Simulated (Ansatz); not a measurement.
# Hf3N4 at a changed volume: Hf-177 nuclear quadrupole resonance

Cell: an entry of the Crystallography Open Database (COD), relaxed with PBE at fixed cell and then changed (volume scaled by 0.96, ions relaxed).

Space group I-43d (No. 220); a = 6.6104 Å.

| site | Wyckoff | site symmetry | x | y | z |
| --- | --- | --- | --- | --- | --- |
| Hf | 12a | -4.. | 0.3750 | 0.0000 | 0.2500 |
| N | 16c | .3. | 0.0710 | 0.0710 | 0.0710 |

One atom of each set is listed; the run and its k-mesh use a cell of 14 atoms with edges of 5.72, 5.72, 5.72 Å.

Computed with Ansatz: DFT, PBE, plane waves and PAW, scalar-relativistic, 420 eV cutoff, Γ-centred 6×6×6 k-points, Fermi–Dirac smearing 0.02 eV.

Hf-177: I = 7/2, Q = 3365 mb (year-2017 value). Static lattice, zero field.

Problem. The simulated lines lie at 122.1, 244.1, 366.2 MHz. What are |C_Q|, η and |V_zz| at Hf?

Solution. For I = 7/2 and η = 0 the lines are |C_Q|/14 times 1, 2 and 3; η shifts the lowest up most. Here |C_Q| = 1709 MHz, η = 0.00 and |V_zz| = 21.0 × 10²¹ V/m². The calculation gives V_zz positive; the lines don't show the sign. The site has 8 N at 2.20–2.38 Å.

An axis of threefold or higher order runs through Hf, so V_zz lies along it and η is zero.

Without spin–orbit coupling the gradients at and beside Hf can be off by some per cent, at some sites by more. At this changed cell the PBE pressure is 14 GPa.

The relaxation (4 steps) took 35 s of wall time (2.2 min of CPU time) and 0.9 GiB at its peak, on 4 threads of Arm Neoverse V1 (aarch64; 8 cores open to the job, memory cap 8.0 GiB, no GPU), a shared host with a load of 0.5 a core.
